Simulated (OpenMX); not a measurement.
Input of an OpenMX 3.8.5 run:

ZrC.dat

```
System.CurrrentDirectory             ./
System.Name                          ZrC
DATA.PATH                            ./DFT_DATA13
level.of.stdout                      1
level.of.fileout                     0
Species.Number                       2
<Definition.of.Atomic.Species
  Zr  Zr7.0-s3p2d1           Zr_PBE13
  C   C6.0-s2p2              C_PBE13
Definition.of.Atomic.Species>

<Hubbard.U.values
  Zr  1s 0.0 2s 0.0 3s 0.0 1p 0.0 2p 0.0 1d 1.0
  C   1s 0.0 2s 0.0 1p 0.0 2p 0.0
Hubbard.U.values>

Atoms.Number                         2
Atoms.SpeciesAndCoordinates.Unit     AU
<Atoms.SpeciesAndCoordinates
    1  Zr    4.4692022847    4.4692022847    4.4692022847   6.000  6.000  on
    2  C     0.0000000000    0.0000000000    0.0000000000   2.000  2.000  off
Atoms.SpeciesAndCoordinates>

Atoms.UnitVectors.Unit               AU
<Atoms.UnitVectors
     0.0000000000    4.4692022847    4.4692022847
     4.4692022847    0.0000000000    4.4692022847
     4.4692022847    4.4692022847    0.0000000000
Atoms.UnitVectors>

scf.XcType                           GGA-PBE
scf.SpinPolarization                 on
scf.Hubbard.U                        on
scf.Hubbard.Occupation               dual
scf.ElectronicTemperature            580.226
scf.energycutoff                     560.0
scf.maxIter                          60
scf.EigenvalueSolver                 band
scf.Kgrid                            7 7 7
scf.Mixing.Type                      rmm-diis
scf.Init.Mixing.Weight               0.05
scf.Min.Mixing.Weight                0.001
scf.Max.Mixing.Weight                0.3
scf.Mixing.History                   25
scf.Mixing.StartPulay                8
scf.criterion                        1.0e-7
MD.Type                              nomd
scf.BufferL.VNA                      5
scf.RadialF.VNA                      8
```

Potentials or basis: OpenMX 2013 PBE set, Zr7.0-s3p2d1, C6.0-s2p2, grid cutoff 560 Ry.

Command:

```console
$ openmx ZrC.dat -nt 1 > ZrC.std
```

What does it give for the band gap on the k mesh?

None (metal or under the smearing width).

Estimate the net moment.

0.00 μB per cell.

Caveat: U acts on the first radial function of the shell alone, so its value doesn't carry over to other programs; the basis of atomic orbitals isn't converged, which shifts pressures, moduli and gaps; the U is typed as a test and isn't derived for this compound.
